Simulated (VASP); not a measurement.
Runs of VASP 6.6.1 on C. The structure is cubic, space group Fd-3m (No. 227). Conventional cell: a = 3.555 Å, b = 3.555 Å, c = 3.555 Å, α = 90.00°, β = 90.00°, γ = 90.00°. C (site symmetry -43m) is surrounded by 4 C at 1.54 Å. This isn't the form of C at room conditions, which is graphite.

```tsv
task	level	potentials or basis	cell	cutoff (eV)	gap on the mesh (eV)	pressure (GPa)
band structure	r2SCAN	VASP PAW PBE potentials, release 64 (C)	Fd-3m, 5.62 Å³/atom	520	4.34	(b)
relaxation of cell and atoms	PBEsol	VASP PAW PBE potentials, release 64 (C)	relaxed	600	4.03	0.0
band structure	TB-mBJ	VASP PAW PBE potentials, release 64 (C)	Fd-3m, 5.62 Å³/atom	520	4.97	-
band structure	LDA	VASP PAW LDA potentials, release 64 (C)	Fd-3m, 5.62 Å³/atom	520	(a)	-7.3
band structure	PBEsol	VASP PAW PBE potentials, release 64 (C)	Fd-3m, 5.62 Å³/atom	520	4.03	0.7
```

Alike in all rows: no spin polarisation; k mesh 14 × 14 × 14; smearing gaussian 0.03 eV.

Task: Fill in the values left out.

Result: (a) 4.12; (b) 3.3.

Caveats: the PAW data sets were made with another functional, which shifts forces and pressure a little (some runs).

A k mesh can miss the band edges.
